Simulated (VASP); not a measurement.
Al: relaxation of cell and atoms with r2SCAN+rVV10

The system is Al.

```
CELL_PARAMETERS angstrom
0.00000 1.99162 1.99162
1.99162 0.00000 1.99162
1.99162 1.99162 0.00000
ATOMIC_POSITIONS crystal
Al 0.00000 0.00000 0.00000
```

```json
{
 "Program": "VASP 6.6.1",
 "Task": "relaxation of cell and atoms",
 "Functional": "r2SCAN",
 "Dispersion": "rVV10",
 "Potentials or basis": "VASP PAW PBE potentials, release 64 (Al)",
 "Cutoff": "520 eV",
 "k mesh": "18 × 18 × 18",
 "Occupations": "gaussian, width 0.1 eV",
 "Spin": "no spin polarisation",
 "Further INCAR settings": "ALGO = Normal; EDIFF = 1e-07; IBRION = 2; EDIFFG = -0.002; NSW = 80; ISIF = 3"
}
```

```yaml
Pressure_after_relaxing: 0.0 GPa
Band_gap_on_the_k_mesh: none (metal or under the smearing width)
```

Final structure:
```cif
data_structure
_symmetry_space_group_name_H-M 'P 1'
_symmetry_Int_Tables_number 1
_cell_length_a 2.8166
_cell_length_b 2.8166
_cell_length_c 2.8166
_cell_angle_alpha 60.000
_cell_angle_beta 60.000
_cell_angle_gamma 60.000
_cell_volume 15.80
loop_
_atom_site_label
_atom_site_type_symbol
_atom_site_fract_x
_atom_site_fract_y
_atom_site_fract_z
_atom_site_occupancy
Al1 Al 0.00000 0.00000 0.00000 1
```

Levels at points of the mesh, in eV from the Fermi level:
| k point | band 1 | band 2 | band 3 | band 4 | band 5 |
| --- | --- | --- | --- | --- | --- |
| (0.00, 0.00, 0.00) | -12.15 | 13.57 | 13.57 | 13.57 | 15.82 |
| (0.50, 0.00, 0.00) | -5.18 | -4.60 | 12.28 | 12.28 | 12.81 |
| (0.50, 0.50, 0.00) | -3.27 | -1.68 | 5.47 | 6.21 | 6.21 |

Run time: 49 s on 1 thread of Intel(R) Xeon(R) 6975P-C (Granite Rapids), with other jobs on the host, peak memory 0.21 GiB.

Caveat: the relaxation stopped at its first step, so nothing moved; the PAW data sets were made with another functional, which shifts forces and pressure a little.
